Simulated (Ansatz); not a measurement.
Start of a relaxation, clean slab, lower planes held (Ti, Fm-3m (No. 225), (1 1 1) face):

```
CELL_PARAMETERS angstrom
5.71028 0.00000 0.00000
-2.85514 4.94525 0.00000
0.00000 0.00000 20.66242
ATOMIC_POSITIONS crystal
Ti 0.33333 0.16667 0.38718
Ti 0.33333 0.66667 0.38718
Ti 0.83333 0.16667 0.38718
Ti 0.83333 0.66667 0.38718
Ti 0.66667 0.33333 0.50000
Ti 0.66667 0.83333 0.50000
Ti 0.16667 0.33333 0.50000
Ti 0.16667 0.83333 0.50000
Ti 0.00000 0.50000 0.61282
Ti 0.00000 0.00000 0.61282
Ti 0.50000 0.50000 0.61282
Ti 0.50000 0.00000 0.61282
```

All numbers below come from DFT PBE+D3(BJ), scalar-relativistic, plane waves, PAW (Ansatz 0.2.0). Plane waves to 420 eV, a k mesh through Γ of 4×4×1 on the computed 12-atom cell and Gaussian smearing (0.10 eV); no spin polarisation. The cell repeats along c with a dipole correction in the vacuum.

Atoms 1, 2, 3, 4 (counted from 1) are held. The cell is fixed. Force threshold 0.03 eV/Å.

Problem. Where does it end?

Solution. The energy falls by 0.124 eV in 3 steps, to:

```xyz
12
Lattice="5.7103 0.0000 0.0000 -2.8551 4.9452 0.0000 0.0000 0.0000 20.6624" Properties=species:S:1:pos:R:3 pbc="T T T"
Ti    1.4276    0.8242    8.0000
Ti    0.0000    3.2968    8.0000
Ti    4.2827    0.8242    8.0000
Ti    2.8551    3.2968    8.0000
Ti    2.8551    1.6484   10.2468
Ti    1.4276    4.1210   10.2468
Ti    0.0000    1.6484   10.2468
Ti   -1.4276    4.1210   10.2468
Ti   -1.4276    2.4726   12.4890
Ti    0.0000    0.0000   12.4890
Ti    1.4276    2.4726   12.4890
Ti    2.8551    0.0000   12.4890
```

The reference crystal is the fcc form of Ti, which isn't its usual structure.